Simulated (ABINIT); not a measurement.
Runs of ABINIT 10.8.3 (patched build) on MgB2. It takes space group P6/mmm (No. 191, hexagonal). The conventional cell has a = 3.085 Å, b = 3.085 Å, c = 3.523 Å, α = 90.00°, β = 90.00°, γ = 120.00°. Mg (site symmetry 6/mmm) is surrounded by 12 B at 2.51 Å. B (site symmetry -6m2) has 3 B at 1.78 Å as nearest neighbours. 

| task | level | potentials or basis | cell | k mesh | cutoff (eV) | cell freedom (optcell) | optimiser (ionmov) | cutoff smearing ecutsm (Ha) | force stop (Ha/bohr) | bands in the sums | gap on the mesh (eV) | pressure (GPa) | relaxed volume (Å³/atom) |
| --- | --- | --- | --- | --- | --- | --- | --- | --- | --- | --- | --- | --- | --- |
| single point | LDA | PseudoDojo NC SR LDA v0.4.1 standard | as given | 8 × 8 × 6 | 1088 | - | - | - | - | - | none | -7.4 | - |
| relaxation of cell and atoms | LDA | PseudoDojo NC SR LDA v0.4.1 standard | relaxed | 8 × 8 × 6 | 1143 | 2 | 2 | 0.5 | 2e-05 | - | none | 0.0 | (b) |
| optical spectrum | PBEsol | PseudoDojo NC SR PBEsol v0.4.1 standard | as given | 12 × 12 × 8, shifted | 1034 | - | - | - | - | 14 | - | (a) | - |
| optical spectrum | PBE | PseudoDojo NC SR PBE v0.5 standard | as given | 12 × 12 × 8, shifted | 1034 | - | - | - | - | 16 | - | -1.7 | - |
| single point | PBEsol | PseudoDojo NC SR PBEsol v0.4.1 standard | as given | 8 × 8 × 6 | 1034 | - | - | - | - | - | none | -3.3 | - |
| single point | PBE | PseudoDojo NC SR PBE v0.4.1 standard | as given | 8 × 8 × 6 | 1088 | - | - | - | - | - | none | -1.0 | - |
| relaxation of cell and atoms | PBEsol | PseudoDojo NC SR PBEsol v0.4.1 standard | relaxed | 8 × 8 × 6 | 1143 | 2 | 2 | 0.5 | 2e-05 | - | none | 0.0 | 9.49 |
| single point | LDA | PseudoDojo NC SR LDA v0.4.1 standard | as given | 8 × 8 × 6 | 1034 | - | - | - | - | - | none | - | - |

Alike in all rows: no spin polarisation; smearing fermi-dirac 0.05 eV.

Question: Estimate the missing entries.

Answer: (a) -3.5; (b) 9.20.

Caveats: the intraband (Drude) term is left out (some runs); spectra need much finer meshes, so this one isn't converged (some runs).

A k mesh can miss the band edges.

A gap of «none» marks a metal or a gap under the smearing width.

Not every run made on this cell is shown here.
